The electric field gradient $V_{zz}$ is the second derivative of the electrostatic potential at a nucleus, without its spherical part, along the axis where it is largest in size. It measures how lopsided the charge around the nucleus is, and a nucleus with a quadrupole moment shows it as a splitting in magnetic resonance. Here it comes from the self-consistent electron density of a density-functional calculation in the local density approximation, with the cell held fixed. None of the five cells is at equilibrium for this functional: all are stretched, copper's too, although the table calls it relaxed. The PAW datasets were made for another functional, PBE. In these hexagonal metals the axis is $c$. A positive value means that electrons gather in the plane across $c$, or positive charge along $c$.

Five hexagonal metals (P6_3/mmc, 2 atoms per cell) in fixed cells, computed with Ansatz 0.2.0 in scalar-relativistic LDA with frozen-core PAW. The cutoff is 420 eV, k meshes run from 13×13×7 to 17×17×9, Fermi-Dirac smearing is 0.03 to 0.08 eV, and Co and Ni start with parallel spins. Vzz is the principal field gradient of largest size; d electrons are Löwdin populations.

```tsv
element	Z	group	period	cell	volume (Å³/atom)	c/a	shortest distance from M (Å)	Vzz at M (1e21 V/m^2)	outer d electrons on M (e)	net moment of the cell (none: run without spin) (muB)
Ti	22	4	4	Materials Project cell	17.32	1.581	2.87	2.02	3.03	none
Co	27	9	4	Materials Project cell	10.64	1.627	2.47	-0.15	7.86	3.14
Ni	28	10	4	Materials Project cell	10.57	1.664	2.45	-0.31	8.84	1.25
Cu	29	11	4	relaxed with PAW	11.97	1.654	2.56	-0.33	n/a	none
Ru	44	8	5	Materials Project cell	13.55	1.576	2.65	-1.18	n/a	none
```

**Titanium** has the largest gradient, 2.02 in the table's unit of $10^{21}$ V/m², and a clearly flattened cell. Its $c/a$, the height of the cell over its edge, is 1.581, while 1.633 would put all twelve nearest neighbours at the same distance. Six of these neighbours lie in the plane, three above it and three below. A neighbour at distance $r$, seen at an angle $\theta$ from $c$, acts on the gradient as $f(r)\,(3\cos^2\theta-1)$, where $f$ depends on the kind of influence. The angular factor is $-1$ in the plane and, at the ideal ratio, $+1$ out of it, so the twelve terms cancel whatever $f$ is.

An octahedron of six equal charges shows the same thing more simply. Its four charges in the plane give $-1$ each and its two on the axis $+2$ each, which adds up to zero. Pushing the axial pair inwards makes the sum positive if the charges are positive. The analogy holds for the cancellation and its loss, but not for the electrons of the central atom, which have a shape of their own.

How much do the neighbours' charges contribute directly? Put one positive elementary charge on each neighbour in titanium. With the volume per atom from the table, the edge and the out-of-plane neighbours follow:

$$a^3=\frac{4\times17.32}{\sqrt3\times1.581}=25.3\ \text{Å}^3,\qquad \frac{r^2}{a^2}=\frac13+\frac{1.581^2}{4}=0.958,\qquad \cos^2\theta=\frac{1.581^2/4}{0.958}=0.652$$

$$V_{zz}=\frac{6\times14.4\ \text{V Å}}{25.3\ \text{Å}^3}\left[\frac{3\times0.652-1}{0.958^{3/2}}-1\right]\approx 3.4\times0.02\ \text{V/Å}^2\approx0.007\times10^{21}\ \text{V/m}^2$$

The sign agrees with the table, but the computed gradient is about three hundred times larger. Farther shells, larger charges and the response of the atomic core can together raise this estimate many times over, but probably not three hundred times.

The main source should therefore sit much closer to the nucleus, and theory points to the atom's own valence electrons. The neighbours make some orbitals slightly more occupied than others, and the weight $1/r^3$ magnifies that small imbalance. For a d shell,

$$V_{zz}=\frac47\,\frac{e}{4\pi\varepsilon_0}\,\langle r^{-3}\rangle\,\Delta,\qquad \Delta=n_{xy}+n_{x^2-y^2}-n_{z^2}-\tfrac12\,(n_{xz}+n_{yz}),$$

where each $n$ is the number of electrons in one d orbital. With a rough $\langle r^{-3}\rangle$ of 2 per cubic bohr for titanium, one whole electron in excess in the plane would give about 11 units. If the d shell alone made the gradient, an excess of roughly a fifth of an electron would be enough.

**Cobalt** has the smallest gradient, $-0.15$, and the $c/a$ closest to ideal, 1.627. The nearest neighbours then cancel almost completely. Something may remain even at the ideal ratio, because farther shells, such as the atoms straight above and below, need not cancel. Cobalt is a ferromagnet with an open d shell, so an open shell by itself does not bring a large gradient. The cell is very slightly flattened, so positive charges on the neighbours would give a positive value, not the negative one found. But the sign deserves little weight: the cell was not relaxed with this functional, a small change of shape could matter here, and the k mesh was not varied. Runs for magnets, cobalt and nickel alike, can also end above the lowest state.

**Nickel and copper** have cells that are slightly too tall, and their gradients are negative. The neighbours in the plane are now the closer ones. The other six are seen at a smaller angle from $c$, which works the other way, but for point charges the distance wins, and positive charges on the neighbours give a negative sum as well. This agreement proves little, since the same sum has the wrong sign for cobalt and also for ruthenium, whose gradient is much larger. The two gradients, $-0.31$ and $-0.33$, differ by about 6 %. Each metal was run on a single k mesh, so these runs cannot say whether that difference is real. In the data makers' tests on other systems, gradients in metals moved by 10 % or more with the mesh. Nickel, however, lies about one and a half times as far from the ideal ratio as copper. If the gradient simply followed the shape, nickel's would be larger by about half, not slightly smaller. Unless the mesh shifts these values by several tens of percent, the shape of the cell does not fix the size on its own.

Copper also shows that a gradient of this size needs no open d shell. Its d states lie mostly in the ten lowest valence bands, which end 1.5 eV below the Fermi level. An uneven filling of p orbitals is one possible source. Another is the d character mixed into the bands above the Fermi level: in the d-shell picture, an imbalance of less than a hundredth of an electron would do. These results do not tell the two apart. Both metals normally crystallise in the face-centred cubic structure. In that structure each atom again has twelve nearest neighbours, but cubic symmetry makes the gradient exactly zero.

**Ruthenium** is the irregular row. Its cell is flattened slightly more than titanium's, yet its gradient is smaller in size and has the opposite sign, $-1.18$. Positive charges on the neighbours would give a positive value in both metals, so the sign has to come from the electrons. In the d-shell picture, an excess along $c$ of a few hundredths of an electron would do. Spin-orbit coupling is left out for this heavier atom, so the second digit should not be relied on.

Why should the excess lie in the plane in titanium and along $c$ in ruthenium? A full d shell is spherical, so any imbalance that builds up while the d bands fill must vanish again by the time they are full. On the way it can change sign, because orbitals of different orientation fill at different energies. Titanium, in group 4, and ruthenium, in group 8, stand at different stages of this filling. That the sign changes between them fits the two values, but it is a guess. The p orbitals may contribute as much or more: they hold few electrons, but their inner lobes reach close to the nucleus.

In these five metals the departure from the ideal shape thus gives a first idea of the size, but both size and sign depend on how the electrons near the nucleus are arranged. A fit of the size of $V_{zz}$ to the deviation of $c/a$ from ideal, made on all five rows and printed below, separates titanium and ruthenium from the other three. It is coarse, however: its typical miss of 0.4 exceeds the whole gradient of cobalt, nickel or copper, and titanium, though part of the fit, comes out a third too low. Judged by their groups, the two strongly flattened metals also have the emptiest d shells of the five, so these rows cannot separate the effect of shape from that of filling. Changing $c/a$ in one metal at fixed volume would do so.

Output of the analysis:

```
Geometry and point charges:
  row  c/a less ideal  Vzz per unit of c/a deviation (1e21 V/m^2)  Vzz of 12 unit charges (1e21 V/m^2)  charge needed on each neighbour (e)
   Ti        -0.05199                                      -38.85                             0.006702                                301.4
   Co       -0.005993                                       25.03                             0.001388                                 -108
   Ni         0.03101                                      -9.998                            -0.007746                                40.02
   Cu         0.02101                                      -15.71                            -0.004552                                72.49
   Ru        -0.05699                                        20.7                              0.00928                               -127.2
fit of Vzz on 5 rows: coefficient of point 29.4 +/- 80; rms 1.05, worst Ti -1.82, leave-one-out rms 1.51
fit of size on 5 rows: coefficient of absdev 25.67 +/- 5.3; rms 0.407, worst Ti -0.685, leave-one-out rms 0.597
Order of magnitude if the d shell alone made the gradient:
  row  Vzz of one d electron in excess in the plane (1e21 V/m^2)  excess in the plane needed (electrons)
   Ti                                                      11.11                                  0.1819
   Co                                                      33.32                               -0.004502
   Ni                                                      38.87                               -0.007975
   Cu                                                      44.42                               -0.007429
   Ru                                                      27.76                                 -0.0425
Ideal c/a: 1.633
Smallest size among Ti and Ru over largest among Co, Ni, Cu: 3.576
Size of Vzz in Ti over that in Ru: 1.712
Deviation of c/a in Ni over that in Cu: 1.476
Size of Vzz in Cu less that in Ni, percent of Cu: 6.061
Outer d electrons, Ni less Co (e): 0.98
Vzz, Ni less Co (1e21 V/m^2): -0.16
Cu: Fermi level above the top of band 18 (eV): 1.542
```
